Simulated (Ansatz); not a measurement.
# C₆H₈: one species, many methods

The task here is to estimate one member of a computed series from the others.

The runs use Ansatz 0.2.0, Gaussian basis; functionals in def2-TZVPP, the program's frozen cores in correlated methods.

The runs, in order: LDA (SPW92), PBE-D4, revPBE-D4, BLYP-D4, r2SCAN-D4, B97M-V, PBE0-D4, B3LYP-D4, r2SCANh-D4, r2SCAN0-D4, HSE06-D4, BHLYP-D4, CAM-B3LYP-D4, LC-ωPBE, ωB97X-V, ωB97M-V, B2PLYP, PBE-QIDH; CCSD(T)/def2-SVP; CCSD(T)/def2-TZVPP; MP2/def2-QZVPP; extrapolation to the limit; RPA on PBE.

### Structure used throughout

All runs share one geometry, relaxed beforehand with PBE0-D4 in a triple-zeta def2 set.

SMILES `C1=CCCC=C1`, 14 atoms, charge 0, spin multiplicity 1.

Atoms are counted from 1 here; the program's logs count them from 0.

Bond lengths: C1–C2 1.335 Å, C1–C6 1.457 Å, C1–H7 1.085 Å, C2–C3 1.499 Å, C2–H8 1.085 Å, C3–C4 1.524 Å, C3–H9 1.093 Å, C3–H10 1.101 Å, C4–C5 1.499 Å, C4–H11 1.093 Å, C4–H12 1.101 Å, C5–C6 1.335 Å, C5–H13 1.085 Å, C6–H14 1.085 Å. Angles: C2–C1–C6 120.5°, C2–C1–H7 120.6°, C6–C1–H7 118.9°, C1–C2–C3 120.2°, C1–C2–H8 120.7°, C3–C2–H8 119.0°, C2–C3–C4 111.5°, C2–C3–H9 110.9°, C2–C3–H10 108.3°, C4–C3–H9 110.2°, C4–C3–H10 109.6°, H9–C3–H10 106.1°, C3–C4–C5 111.5°, C3–C4–H11 110.2°, C3–C4–H12 109.6°, C5–C4–H11 110.9°, C5–C4–H12 108.3°, H11–C4–H12 106.1° and more.

Set-up of the first run:

File in.yaml:

```yaml
crystal:
  periodic: [false, false, false]
  atoms:
    - {symbol: C, position_ang: [-0.368673, -1.509794, 0.053584]}
    - {symbol: C, position_ang: [0.417506, -0.957877, 0.981160]}
    - {symbol: C, position_ang: [0.929505, 0.439398, 0.800747]}
    - {symbol: C, position_ang: [-0.059266, 1.301568, 0.026027]}
    - {symbol: C, position_ang: [-0.609537, 0.573922, -1.163413]}
    - {symbol: C, position_ang: [-0.761918, -0.752202, -1.127771]}
    - {symbol: H, position_ang: [-0.705860, -2.535824, 0.154407]}
    - {symbol: H, position_ang: [0.744770, -1.531826, 1.841792]}
    - {symbol: H, position_ang: [1.156110, 0.899064, 1.765795]}
    - {symbol: H, position_ang: [1.883908, 0.389714, 0.254309]}
    - {symbol: H, position_ang: [0.413049, 2.239713, -0.275295]}
    - {symbol: H, position_ang: [-0.899855, 1.579087, 0.680527]}
    - {symbol: H, position_ang: [-0.938006, 1.145629, -2.025081]}
    - {symbol: H, position_ang: [-1.201716, -1.280603, -1.966798]}
basis:
  gaussian: {orbitals: def2-TZVPP}
hamiltonian: {xc: lda}
output: {orbitals: {seedname: orbitals}}
```

Started as:

```console
$ ansatz run in.yaml --threads 4 --pin off --events-out ev --progress --plain --max-ram 10444MiB
```

Steps of the session up to this table: LDA; PBE-D4 (GGA); revPBE-D4 (GGA); BLYP-D4 (GGA); r2SCAN-D4 (meta-GGA); B97M-V (meta-GGA); PBE0-D4 (hybrid); B3LYP-D4 (hybrid); r2SCANh-D4 (hybrid); r2SCAN0-D4 (hybrid); HSE06-D4 (hybrid); BHLYP-D4 (hybrid); CAM-B3LYP-D4 (range-separated); LC-ωPBE (range-separated); ωB97X-V (range-separated); ωB97M-V (range-separated); B2PLYP (double hybrid); PBE-QIDH (double hybrid).

One of the session's tables, all rows but one given; the rest of the session is left out.

It belongs to the step «Orbital energies across the functionals». 

```
  functional  HOMO (eV)  gap (eV)
 LDA (SPW92)      -5.32      3.46
      PBE-D4      -5.15      3.51
   revPBE-D4      -5.09      3.53
     BLYP-D4      -5.00      3.51
   r2SCAN-D4      -5.28      3.80
      B97M-V      -5.29      3.89
     PBE0-D4      -6.14      5.45
    B3LYP-D4      -5.95      5.05
  r2SCANh-D4      -5.66      4.53
  r2SCAN0-D4      -6.23      5.62
    HSE06-D4          ?         ?
    BHLYP-D4      -6.98      7.37
CAM-B3LYP-D4      -7.39      7.83
     LC-ωPBE      -8.71     10.26
     ωB97X-V      -8.35      9.84
     ωB97M-V      -8.28      9.66
```

Estimate the missing values for HSE06-D4.

**Answer.** HOMO (eV): -5.74; gap (eV): 4.67. In the column «HOMO (eV)» it lies between B3LYP-D4 (-5.95) and r2SCANh-D4 (-5.66).
